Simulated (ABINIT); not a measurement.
# CoSi2 (Fm-3m) in ABINIT: reference runs

Aim: a first look at CoSi2 with PBE, on the cell as given.

Program: ABINIT 10.8.3 (patched build). These are calculated values, not measurements. Logs are shortened: lines on timing, memory, paths and dates and some standing lists are left out, and cuts for length are marked. The log counts tension as positive stress, the text compression.

## Step 1: The structure

It takes space group Fm-3m (No. 225, cubic). Conventional cell: a = 5.356 Å, b = 5.356 Å, c = 5.356 Å, α = 90.00°, β = 90.00°, γ = 90.00°. Co (site symmetry m-3m) is surrounded by 8 Si at 2.32 Å. Around Si (site symmetry -43m) lie 4 Co at 2.32 Å.

## Step 2: Single point, PBE, collinear spin, ferromagnetic start

Input file run.abi:

```
# Pseudopotentials
pp_dirpath "./"
pseudos "Co.GGA_PBE-JTH.xml, Si.GGA_PBE-JTH.xml"

# Structure
structure "poscar:POSCAR"
natom 3

# Plane-wave basis
ecut 707.496042 eV
pawecutdg 48.0

# k points
kptopt 1
ngkpt 9 9 9
nshiftk 1
shiftk 0.0 0.0 0.0

# Exchange and correlation
ixc 11

# Bands and occupations
nband 17
occopt 3
tsmear 0.05 eV

# Spin
nsppol 2
spinat
     0.0000000000     0.0000000000     2.0000000000
     0.0000000000     0.0000000000     0.0000000000
     0.0000000000     0.0000000000     0.0000000000

# SCF cycle
nstep 100
tolvrs 1.0e-9

# Output
iomode 3
prtwf 0
prtden 0
prteig 0
prtebands 0
```

Input file POSCAR:

```
CoSi2
1.0
    0.0000000000      2.6780000000      2.6780000000
    2.6780000000      0.0000000000      2.6780000000
    2.6780000000      2.6780000000      0.0000000000
Co Si
1 2
Direct
    0.0000000000      0.0000000000      0.0000000000  Co
    0.7500000000      0.7500000000      0.7500000000  Si
    0.2500000000      0.2500000000      0.2500000000  Si
```

Potentials or basis: JTH PAW PBE v2.0.

Started as:

```sh
$ abinit run.abi > log 2>&1
```

run.abo:

```text
.Version 10.8.3 of ABINIT
 Symmetries : space group Fm -3 m (#225); Bravais cF (face-center cubic)
================================================================================
 Values of the parameters that define the memory need of the present run
     intxc =       0    ionmov =       0      iscf =      17    lmnmax =      18
     lnmax =       6     mgfft =      36  mpssoang =       3    mqgrid =    3001
     natom =       3  nloc_mem =       2    nspden =       2   nspinor =       1
    nsppol =       2      nsym =      48    n1xccc =       1    ntypat =       2
    occopt =       3   xclevel =       2
       mpw =        1655          nfft =       46656          nkpt =          35
 PAW method is used; the additional fine FFT grid is defined by:
   mgfftf=        48    nfftf =    110592
================================================================================
================================================================================

--------------------------------------------------------------------------------
------------- Echo of variables that govern the present computation ------------
--------------------------------------------------------------------------------
 -outvars: echo values of preprocessed input variables --------
            acell      1.0000000000E+00  1.0000000000E+00  1.0000000000E+00 Bohr
              amu      5.89332000E+01  2.80855000E+01
             ecut      2.60000000E+01 Hartree
              ixc          11
         kptrlatt        9    0    0      0    9    0      0    0    9
          kptrlen      6.44120242E+01
            natom           3
            nband          17
            ngfft          36      36      36
          ngfftdg          48      48      48
             nkpt          35
           nspden           2
           nsppol           2
            nstep         100
             nsym          48
           ntypat           2
           occopt           3
        pawecutdg      4.80000000E+01 Hartree
         pawxcdev           0
           prtden           0
        prtebands           0
           prteig           0
            prtwf           0
            rprim      0.0000000000E+00  5.0606865652E+00  5.0606865652E+00
                       5.0606865652E+00  0.0000000000E+00  5.0606865652E+00
                       5.0606865652E+00  5.0606865652E+00  0.0000000000E+00
          spgroup         225
           spinat      0.0000000000E+00  0.0000000000E+00  2.0000000000E+00
                       0.0000000000E+00  0.0000000000E+00  0.0000000000E+00
                       0.0000000000E+00  0.0000000000E+00  0.0000000000E+00
           tolvrs      1.00000000E-09
           tsmear      1.83746611E-03 Hartree
            typat      1  2  2
           useylm           1
           xangst      0.0000000000E+00  0.0000000000E+00  0.0000000000E+00
                       4.0170000000E+00  4.0170000000E+00  4.0170000000E+00
                       1.3390000000E+00  1.3390000000E+00  1.3390000000E+00
            xcart      0.0000000000E+00  0.0000000000E+00  0.0000000000E+00
                       7.5910298478E+00  7.5910298478E+00  7.5910298478E+00
                       2.5303432826E+00  2.5303432826E+00  2.5303432826E+00
             xred      0.0000000000E+00  0.0000000000E+00  0.0000000000E+00
                       7.5000000000E-01  7.5000000000E-01  7.5000000000E-01
                       2.5000000000E-01  2.5000000000E-01  2.5000000000E-01
            znucl       27.00000   14.00000

================================================================================

 chkinp: Checking input parameters for consistency.

================================================================================
== DATASET  1 ==================================================================

--- !DatasetInfo
iteration_state: {dtset: 1, }
dimensions: {natom: 3, nkpt: 35, mband: 17, nsppol: 2, nspinor: 1, nspden: 2, mpw: 1655, }
cutoff_energies: {ecut:  26.0, pawecutdg:  48.0, }
electrons: {nelect:   2.50000000E+01, charge:   0.00000000E+00, occopt:   3.00000000E+00, tsmear:   1.83746611E-03, }
meta: {optdriver: 0, ionmov: 0, optcell: 0, iscf: 17, paral_kgb: 0, }
...

 Exchange-correlation functional for the present dataset will be:
  GGA: Perdew-Burke-Ernzerhof functional - ixc=11
  J.P.Perdew, K.Burke, M.Ernzerhof, PRL 77, 3865 (1996)

 Real(R)+Recip(G) space primitive vectors, cartesian coordinates (Bohr,Bohr^-1):
[... 128 lines left out ...]
 Radius=ratsph(iatom), smearing ratsm=  0.0000. Diff(up-dn)=approximate z local magnetic moment.
    Atom    Radius    up_density   dn_density  Total(up+dn)  Diff(up-dn)
    1 Co   2.10903     7.949557     7.949555     15.899112     0.000002
    2 Si   1.90945     0.766886     0.766886      1.533773    -0.000000
    3 Si   1.90945     0.766886     0.766886      1.533773    -0.000000
 ------------------------------------------------------------------------------------------------------------
  Sum:                 9.483329     9.483328     18.966658     0.000001
 Total magnetization (from the atomic spheres):                0.000001
 Total magnetization (exact up - dn):                          0.000001

================================================================================

 ----iterations are completed or convergence reached----

 Mean square residual over all n,k,spin=   22.555E-09; max=  13.401E-06
 reduced coordinates (array xred) for    3 atoms
       0.000000000000      0.000000000000      0.000000000000
       0.750000000000      0.750000000000      0.750000000000
       0.250000000000      0.250000000000      0.250000000000
 rms dE/dt=  1.4842E-29; max dE/dt=  2.5244E-29; dE/dt below (all hartree)
    1       0.000000000000      0.000000000000      0.000000000000
    2       0.000000000000      0.000000000000     -0.000000000000
    3      -0.000000000000     -0.000000000000      0.000000000000

 cartesian coordinates (angstrom) at end:
    1      0.00000000000000     0.00000000000000     0.00000000000000
    2      4.01700000000000     4.01700000000000     4.01700000000000
    3      1.33900000000000     1.33900000000000     1.33900000000000

 cartesian forces (hartree/bohr) at end:
    1     -0.00000000000000    -0.00000000000000     0.00000000000000
    2      0.00000000000000     0.00000000000000    -0.00000000000000
    3     -0.00000000000000    -0.00000000000000     0.00000000000000
 frms,max,avg= 2.5196121E-30 4.9881669E-30   0.000E+00  0.000E+00  0.000E+00 h/b

 cartesian forces (eV/Angstrom) at end:
    1     -0.00000000000000    -0.00000000000000     0.00000000000000
    2      0.00000000000000     0.00000000000000    -0.00000000000000
    3     -0.00000000000000    -0.00000000000000     0.00000000000000
 frms,max,avg= 1.2956366E-28 2.5650185E-28   0.000E+00  0.000E+00  0.000E+00 e/A
 length scales=  1.000000000000  1.000000000000  1.000000000000 bohr
              =  0.529177210544  0.529177210544  0.529177210544 angstroms
 Fermi (or HOMO) energy (hartree) =   0.39004   Average Vxc (hartree)=  -0.42800
 Magnetization (Bohr magneton)=  1.00530136E-06
 Total spin up =  1.25000005E+01   Total spin down =  1.24999995E+01
 Eigenvalues (hartree) for nkpt=  35  k points, SPIN UP:
 kpt#   1, nband= 17, wtk=  0.00137, kpt=  0.0000  0.0000  0.0000 (reduced coord)
  -3.09152   -1.74328   -1.74328   -1.74328   -0.09240    0.24087    0.24087    0.24087
   0.32146    0.32146    0.41755    0.51676    0.51676    0.51676    0.51899    0.51899
   0.51899
      occupation numbers for kpt#   1
   1.00000    1.00000    1.00000    1.00000    1.00000    1.00000    1.00000    1.00000
   1.00000    1.00000    0.00000    0.00000    0.00000    0.00000    0.00000    0.00000
   0.00000
 prteigrs : prtvol=0 or 1, do not print more k-points.

 Eigenvalues (hartree) for nkpt=  35  k points, SPIN DOWN:
 kpt#   1, nband= 17, wtk=  0.00137, kpt=  0.0000  0.0000  0.0000 (reduced coord)
  -3.09152   -1.74328   -1.74328   -1.74328   -0.09240    0.24087    0.24087    0.24087
   0.32146    0.32146    0.41755    0.51676    0.51676    0.51676    0.51900    0.51900
   0.51900
      occupation numbers for kpt#   1
   1.00000    1.00000    1.00000    1.00000    1.00000    1.00000    1.00000    1.00000
   1.00000    1.00000    0.00000    0.00000    0.00000    0.00000    0.00000    0.00000
   0.00000
 prteigrs : prtvol=0 or 1, do not print more k-points.

--- !EnergyTerms
iteration_state     : {dtset: 1, }
comment             : Components of total free energy in Hartree
kinetic             :  1.52205233480647E+01
hartree             :  5.59083496067734E+01
xc                  : -8.09623933163452E+00
Ewald energy        : -8.52028049820338E+01
psp_core            :  2.37111894569344E+00
local_psp           : -1.63698464867679E+02
PAW spherical_terms :  2.90658505763468E+01
internal            : -1.54431666704469E+02
'-kT*entropy'       : -3.71679646308725E-04
total_energy        : -1.54432038384115E+02
total_energy_eV     : -4.20230984522432E+03
...

--- !EnergyTermsDC
iteration_state     : {dtset: 1, }
comment             : '"Double-counting" decomposition of free energy'
band_energy         : -1.25081499088061E+01
Ewald energy        : -8.52028049820338E+01
psp_core            :  2.37111894569344E+00
xc_dc               : -5.62617583554541E+01
PAW spherical_terms : -2.83007153409702E+00
internal            : -1.54431665834698E+02
'-kT*entropy'       : -3.71679646308725E-04
total_energy_dc     : -1.54432037514344E+02
total_energy_dc_eV  : -4.20230982155664E+03
...

--- !EnergyTermsWithPAWCore
iteration_state     : {dtset: 1, }
comment             : 'Components of total free energy, including PAW core contributions'
Total energy        : -1.97357165431024E+03
Total energy DC     : -1.97357165344047E+03
Total energy (eV)   : -5.37036205695557E+04
Total energy DC (eV): -5.37036205458880E+04
...

 Cartesian components of stress tensor (hartree/bohr^3)
  sigma(1 1)= -1.68645947E-05  sigma(3 2)=  0.00000000E+00
  sigma(2 2)= -1.68645947E-05  sigma(3 1)=  0.00000000E+00
  sigma(3 3)= -1.68645947E-05  sigma(2 1)=  0.00000000E+00

-Cartesian components of stress tensor (GPa)         [Pressure=  4.9617E-01 GPa]
- sigma(1 1)= -4.96173507E-01  sigma(3 2)=  0.00000000E+00
- sigma(2 2)= -4.96173507E-01  sigma(3 1)=  0.00000000E+00
- sigma(3 3)= -4.96173507E-01  sigma(2 1)=  0.00000000E+00

== END DATASET(S) ==============================================================
================================================================================

 -outvars: echo values of variables after computation  --------
            acell      1.0000000000E+00  1.0000000000E+00  1.0000000000E+00 Bohr
           etotal     -1.5443203751E+02
            fcart     -1.6627222836E-30 -5.5424076121E-31  1.6627222836E-30
                       3.3254445672E-30  1.1084815224E-30 -4.9881668509E-30
                      -1.6627222836E-30 -5.5424076121E-31  3.3254445672E-30
            rprim      0.0000000000E+00  5.0606865652E+00  5.0606865652E+00
                       5.0606865652E+00  0.0000000000E+00  5.0606865652E+00
                       5.0606865652E+00  5.0606865652E+00  0.0000000000E+00
           strten     -1.6864594734E-05 -1.6864594734E-05 -1.6864594734E-05
                       0.0000000000E+00  0.0000000000E+00  0.0000000000E+00
           xangst      0.0000000000E+00  0.0000000000E+00  0.0000000000E+00
                       4.0170000000E+00  4.0170000000E+00  4.0170000000E+00
                       1.3390000000E+00  1.3390000000E+00  1.3390000000E+00
             xred      0.0000000000E+00  0.0000000000E+00  0.0000000000E+00
                       7.5000000000E-01  7.5000000000E-01  7.5000000000E-01
                       2.5000000000E-01  2.5000000000E-01  2.5000000000E-01
 Calculation completed.
```

It took 3.7 min on 1 thread of Arm Neoverse V2, shared host; peak memory 0.2 GiB.

What came out:

```yaml
Free_energy: -4202.3098 eV
Pressure: 0.5 GPa
Band_gap_on_the_k_mesh: none (metal or under the smearing width)
Net_moment: 0.00 μB per cell
Valence_electrons_inside_the_program's_atomic_spheres: Co 15.90; Si 1.53
```

Levels at points of the mesh, in eV from the Fermi level:
Spin up:
| k point | band 10 | band 11 | band 12 | band 13 | band 14 | band 15 | band 16 | band 17 |
| --- | --- | --- | --- | --- | --- | --- | --- | --- |
| (0.00, 0.00, 0.00) | -1.87 | 0.75 | 3.45 | 3.45 | 3.45 | 3.51 | 3.51 | 3.51 |
Spin down:
```csv
k point,band 9,band 10,band 11,band 12,band 13,band 14,band 15,band 16,band 17
"(0.00, 0.00, 0.00)",-1.87,-1.87,0.75,3.45,3.45,3.45,3.51,3.51,3.51
```

Caveat: the starting moments collapsed, and a magnetic state may lie lower.

(Part 1 of 2 ends here.)
